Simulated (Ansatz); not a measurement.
# Fields on a plane of ZnTe (zinc blende)

```yaml
crystal:
  lattice:
    - [0.00000, 3.08959, 3.08959]
    - [3.08959, 0.00000, 3.08959]
    - [3.08959, 3.08959, 0.00000]
  atoms:
    - { symbol: Te, position: [0.75000, 0.75000, 0.75000] }
    - { symbol: Zn, position: [0.00000, 0.00000, 0.00000] }
```

The slice is a {111} plane (indices of the conventional cell) through the point (0.750, 0.750, 0.750) (fractional), spanned by u = [100] and v = [-1 2 0] in vectors of this cell: u (4.37 Å) and v (7.57 Å, at 90° to u). It covers one period; positions are fractions (u, v).

Atoms on it: Te at (0.00, 0.00); Te at (0.50, 0.50). Other atoms lie within 1 Å of the plane.

Computed with PBE (plane waves to 420 eV, PAW, scalar-relativistic; Ansatz, a program for electronic structure). k mesh 9×9×9. Near the nuclei the fields are pseudised (PAW); where an atom keeps semicore shells as valence, they peak there. Spin-orbit coupling is left out, though Te is heavy. The PAW data are Ansatz's earlier set. ZnTe was relaxed with its symmetry unable to fall.

```
|998855443311111133445588|
|665544332211001122334455|
|444433221100000011223344|
|333333221100000011223333|
|333322221111111111222233|
|444433222222222222223344|
|444433333344444433333344|
|333333444455665544443333|
|223333445588998855443333|
|222233446699999966443322|
|111133445588998855443311|
|001122334455665544332211|
|000011223344444433221100|
|000011223333333333221100|
|111111222233333322221111|
|222222223344444433222222|
|444433333344444433333344|
|665544443333333333444455|
|998855443333223333445588|
|999966443322222233446699|
```
Scale: ten equal steps from -1.74 (start of '0') to 1.28 (end of '9'), in the order '0123456789'. Values: log₁₀ of the valence density in e/Å³. The map has 12 points along u (two characters each, u = 0 at the left) and 20 along v (v = 0 in the bottom row). The scale is logarithmic, as a density can span decades between atoms and voids.

```
|x15882128851|
|467851015876|
|999720002799|
|775300000357|
|222211211222|
|222357775322|
|222798889722|
|225985458952|
|238951x15983|
|24884xxx4884|
|128851x15882|
|015876467851|
|002799999720|
|000357775300|
|211222222211|
|775322222357|
|889722222798|
|458952225985|
|x15983238951|
|xx488424884x|
```
Scale: ten equal steps from 0.02 (start of '0') to 0.70 (end of '9'), in the order '0123456789'. Values: electron localisation function (ELF). The map has 12 points along u (one character each, u = 0 at the left) and 20 along v (v = 0 in the bottom row). Points within 0.5 Å of a nucleus are blanked (x), as the pseudised field means little there.
